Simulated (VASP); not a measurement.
# Si (P6/mmm) in VASP: further runs, part 2 of 2

VASP 6.6.1. The steps go on from the part before.

**5. Relaxation of cell and atoms, HSEsol**

File POSCAR:

```
Si
1.0
    2.6205428149      0.0000000000      0.0000000000
   -1.3102714075      2.2694566494      0.0000000000
    0.0000000000      0.0000000000      2.4663543900
Si
1
Direct
    0.0000000000      0.0000000000      0.0000000000
```

File INCAR.step1:

```
PREC = Accurate
ENCUT = 600
EDIFF = 1E-5
ISMEAR = -1
SIGMA = 0.05
LREAL = False
LASPH = True
NELM = 80
ALGO = Normal
LWAVE = True
LCHARG = False
GGA = PE
```

File INCAR.step2:

```
PREC = Accurate
ENCUT = 600
EDIFF = 1E-6
ISMEAR = -1
SIGMA = 0.05
LREAL = False
LASPH = True
NELM = 80
ALGO = Normal
ISIF = 3
LWAVE = False
LCHARG = False
GGA = PS
LHFCALC = True
HFSCREEN = 0.2
PRECFOCK = Fast
IBRION = 2
NSW = 40
EDIFFG = -0.01
ISTART = 1
```

File KPOINTS:

```
regular mesh
0
Gamma
  6 6 6
```

Potentials or basis: VASP PAW PBE potentials, release 64 (Si).

On the command line:

```console
$ cat potpaw_PBE.64/Si/POTCAR > POTCAR
$ cp INCAR.step1 INCAR
$ mpirun -np 1 vasp_std > vasp.out
$ cp INCAR.step2 INCAR
$ mpirun -np 1 vasp_std > vasp.out
```

OUTCAR:

```text
PREC = Accurate
   ENCUT = 600
   EDIFF = 1E-6
   ISMEAR = -1
   LREAL = False
   LASPH = True
   NELM = 80
   ISIF = 3
   GGA = PS
   LHFCALC = True
   HFSCREEN = 0.2
   PRECFOCK = Fast
   IBRION = 2
   NSW = 40
   EDIFFG = -0.01
   ISTART = 1

 ion  position               nearest neighbor table
   1  0.000  0.000  0.000-

  LATTYP: Found a hexagonal cell.
 ALAT       =     2.6205428149
 C/A-ratio  =     0.9411616463

  Lattice vectors:

 A1 = (   2.6205428149,   0.0000000000,   0.0000000000)
 A2 = (  -1.3102714075,   2.2694566494,   0.0000000000)
 A3 = (   0.0000000000,   0.0000000000,   2.4663543900)

[... 323 lines left out ...]

 Free energy of the ion-electron system (eV)
  ---------------------------------------------------
  ext. energy  EPLUGINS =         0.00000000
  ---------------------------------------------------
  free energy    TOTEN  =        -6.11541462 eV

  energy without entropy =       -6.11466413  energy(sigma->0) =       -6.11503938

 E-fermi :  10.2313     XC(G=0):  -9.1093

 val. band max:        9.9987485093   @ k =   0.3333   0.1667   0.5000
 cond. band min:      10.4911637981   @ k =   0.3333   0.1667   0.1667
 fundamental gap:      0.4924152888
 Fermi energy:        10.2312806159

 k-point     1 :       0.0000    0.0000    0.0000
  band No.  band energies     occupation
      1      -6.3992      2.00000
      2      17.6911      0.00000
      3      17.8878      0.00000
      4      21.2058      0.00000
      5      21.2058      0.00000
      6      23.0657      0.00000
[... 199 lines left out ...]
 k-point    24 :       0.3333    0.0000    0.5000
  band No.  band energies     occupation
      1       2.3089      2.00000
      2       4.4782      2.00000
      3      12.4545      0.00000
      4      15.3284      0.00000
      5      19.9918      0.00000
      6      23.6725      0.00000

 [... further k-points ...]
[... 5 lines left out ...]
  --------------------------------------------------------------------------------------
  -------------------------------------------------------------------------------------
  Total       -0.0017937     -0.0017937      0.0058561      0.0000000      0.0000000     -0.0000000
  in kB       -0.1944349     -0.1944349      0.6348071      0.0000000      0.0000000     -0.0000000
  external PRESSURE =       0.0819791 kB  Pullay stress =       0.0000000 kB
[... 16 lines left out ...]
  FREE ENERGIE OF THE ION-ELECTRON SYSTEM (eV)
  ---------------------------------------------------
  free  energy   TOTEN  =        -6.1154146231 eV

  energy  without entropy=       -6.1146641320  energy(sigma->0) =       -6.11503938

 reached required accuracy - stopping structural energy minimisation
```

OSZICAR.step1:

```text
N       E                     dE             d eps       ncg     rms          rms(c)
DAV:   1    -0.475929609409E-01   -0.47593E-01   -0.18915E+03   348   0.572E+02
DAV:   2    -0.503883289366E+01   -0.49912E+01   -0.46474E+01   492   0.464E+01
DAV:   3    -0.508876898705E+01   -0.49936E-01   -0.49897E-01   396   0.535E+00
DAV:   4    -0.508891228558E+01   -0.14330E-03   -0.14330E-03   486   0.307E-01
DAV:   5    -0.508891258696E+01   -0.30139E-06   -0.30166E-06   396   0.930E-03    0.299E+00
DAV:   6    -0.508587489113E+01    0.30377E-02   -0.11788E-03   396   0.245E-01    0.171E+00
DAV:   7    -0.508366068632E+01    0.22142E-02   -0.28525E-03   366   0.389E-01    0.159E-01
DAV:   8    -0.508366570774E+01   -0.50214E-05   -0.50371E-05   486   0.644E-02
   1 F= -.50836657E+01 E0= -.50805988E+01  d E =-.613376E-02
```

It took 3.3 min on 1 thread of Intel Xeon Platinum 8259CL at 2.50GHz (Skylake/Cascade Lake), shared host; peak memory 0.23 GiB.

Results:

```yaml
Free_energy: -6.1154 eV
Relaxed_volume: 14.78 Å³/atom
Relaxed_cell: a = 2.614 Å, b = 2.614 Å, c = 2.497 Å, α = 90.00°, β = 90.00°, γ = 120.00°
Space_group_after_relaxing_to_0.05_Å: P6/mmm (No. 191)
Energy_gained_by_relaxing: 3.5 meV/atom
Ionic_steps: 5
Pressure_after_relaxing: 0.0 GPa
Band_gap_on_the_k_mesh: none (metal or under the smearing width)
```

Step by step:
```tsv
step	energy change (eV)	largest force (eV/Å)	pressure (GPa)	volume (Å³)
1	0.0000	0.0000	0.85	14.67
2	-0.0012	0.0000	-0.51	14.83
3	-0.0035	0.0000	0.09	14.76
4	-0.0035	0.0000	0.13	14.76
5	-0.0035	0.0000	0.01	14.78
```

Final structure:
```yaml
crystal:
  lattice:
    - [2.61421, 0.00000, 0.00000]
    - [-1.30711, 2.26398, 0.00000]
    - [0.00000, 0.00000, 2.49725]
  atoms:
    - { symbol: Si, position: [0.00000, 0.00000, 0.00000] }
```

Caveat: the k mesh is coarse (spacing up to 0.46 Å⁻¹), so the values aren't converged, least of all with exact exchange; the PAW data sets were made with another functional, which shifts forces and pressure a little.

**6. Relaxation of cell and atoms, HF**

POSCAR is that of step 5.

File INCAR.step1:

```
SYSTEM = Si
PREC = Accurate
ENCUT = 600
EDIFF = 1E-5
ISMEAR = -1
SIGMA = 0.05
LREAL = .FALSE.
LASPH = .TRUE.
NELM = 60
ALGO = Normal
LWAVE = .TRUE.
LCHARG = .FALSE.
GGA = PE
```

File INCAR.step2:

```
SYSTEM = Si
PREC = Accurate
ENCUT = 600
EDIFF = 1E-6
ISMEAR = -1
SIGMA = 0.05
LREAL = .FALSE.
LASPH = .TRUE.
NELM = 60
ALGO = Normal
ISIF = 3
LWAVE = .FALSE.
LCHARG = .FALSE.
GGA = PE
LHFCALC = .TRUE.
AEXX = 1.0
ALDAC = 0.0
AGGAC = 0.0
PRECFOCK = Fast
IBRION = 2
NSW = 40
EDIFFG = -0.005
ISTART = 1
```

File KPOINTS:

```
regular mesh
0
G
  6 6 6
  0 0 0
```

Potentials or basis: VASP PAW PBE potentials, release 64 (Si).

On the command line:

```console
$ cat potpaw_PBE.64/Si/POTCAR > POTCAR
$ cp INCAR.step1 INCAR
$ mpirun -np 1 vasp_std > vasp.out
$ cp INCAR.step2 INCAR
$ mpirun -np 1 vasp_std > vasp.out
```

Run time: 3.5 min. Hardware: 1 thread of AMD EPYC 9R45 (Zen 5), shared host; peak memory 0.1 GiB.

The run converged. Its results:

```yaml
Free_energy: -8.2524 eV
Relaxed_volume: 15.77 Å³/atom
Relaxed_cell: a = 2.683 Å, b = 2.683 Å, c = 2.529 Å, α = 90.00°, β = 90.00°, γ = 120.00°
Space_group_after_relaxing_to_0.05_Å: P6/mmm (No. 191)
Energy_gained_by_relaxing: 30.4 meV/atom
Ionic_steps: 10
Pressure_after_relaxing: 0.0 GPa
Band_gap_on_the_k_mesh: none (metal or under the smearing width)
```

Stress tensor (GPa, compression positive):
```
-0.05  0.00  0.00
 0.00 -0.05  0.00
 0.00  0.00  0.04
```

Step by step:
| step | energy change (eV) | largest force (eV/Å) | pressure (GPa) | volume (Å³) |
| --- | --- | --- | --- | --- |
| 1 | 0.0000 | 0.0000 | 9.40 | 14.67 |
| 2 | -0.0137 | 0.0000 | -5.09 | 16.57 |
| 3 | -0.0296 | 0.0000 | 0.21 | 15.72 |
| 4 | -0.0296 | 0.0000 | 0.36 | 15.70 |
| 5 | -0.0296 | 0.0000 | -0.15 | 15.81 |
| 6 | -0.0304 | 0.0000 | 0.10 | 15.75 |
| 7 | -0.0304 | 0.0000 | 0.10 | 15.75 |
| 8 | -0.0304 | 0.0000 | -0.03 | 15.77 |
| 9 | -0.0304 | 0.0000 | -0.02 | 15.77 |
| 10 | -0.0304 | 0.0000 | -0.02 | 15.77 |

Final structure:
```
CELL_PARAMETERS angstrom
2.68321 0.00000 0.00000
-1.34161 2.32373 0.00000
0.00000 0.00000 2.52892
ATOMIC_POSITIONS crystal
Si 0.00000 0.00000 0.00000
```

Levels at points of the mesh, in eV from the Fermi level:
```tsv
k point	band 1	band 2	band 3	band 4	band 5
(0.00, 0.00, 0.00)	-22.87	11.61	12.01	14.92	14.92
(0.50, 0.00, 0.00)	-13.96	-12.09	8.31	10.10	17.63
(0.00, 0.00, 0.50)	-16.22	-12.87	19.03	19.03	20.66
(0.50, 0.00, 0.50)	-6.99	-5.89	-4.83	4.44	13.02
```

Caveat: the k mesh is coarse (spacing up to 0.46 Å⁻¹), so the values aren't converged, least of all with exact exchange; the PAW data sets were made with another functional, which shifts forces and pressure a little.

**7. For comparison**

An earlier run on the cell as given: functional PBEsol; potentials or basis VASP PAW PBE potentials, release 64 (Si); cutoff 520 eV; k mesh 12 × 12 × 11; occupations fermi-dirac, width 0.05 eV; no spin polarisation.

* Pressure: 0.7 GPa
* Band gap on the k mesh: none (metal or under the smearing width)

**8. The runs side by side**

| task | level | cell | k mesh | cutoff (eV) | smearing | grid for exact exchange (PRECFOCK) | exchange at q = 0 | ladder | mesh quality | gap on the mesh (eV) | pressure (GPa) | relaxed volume (Å³/atom) |
| --- | --- | --- | --- | --- | --- | --- | --- | --- | --- | --- | --- | --- |
| relaxation of cell and atoms | rev-vdW-DF2 | relaxed | 12 × 12 × 11 | 600 | fermi-dirac 0.05 eV | - | - | - | not flagged | none | 0.0 | 15.14 |
| single point | PBE | as given | 12 × 12 × 11 | 520 | gaussian 0.012 eV | - | - | - | not flagged | none | 3.0 | - |
| single point | PBE | as given | 12 × 12 × 11 | 520 | gaussian 0.019 eV | - | - | - | not flagged | none | 3.0 | - |
| relaxation of cell and atoms | HSEsol | relaxed | 6 × 6 × 6 | 600 | fermi-dirac 0.05 eV | Fast | - | - | coarse | none | 0.0 | 14.78 |
| relaxation of cell and atoms | HF | relaxed | 6 × 6 × 6 | 600 | fermi-dirac 0.05 eV | Fast | default | - | coarse | none | 0.0 | 15.77 |
| single point | PBEsol | as given | 12 × 12 × 11 | 520 | fermi-dirac 0.05 eV | - | - | free | not flagged | none | 0.7 | - |

Alike in all rows: potentials or basis VASP PAW PBE potentials, release 64 (Si); no spin polarisation.

Caveats: some runs use coarse meshes; the PAW data sets were made with another functional, which shifts forces and pressure a little (some runs).

Total energies depend on the potentials used, so only differences within one code and one set of settings carry meaning.
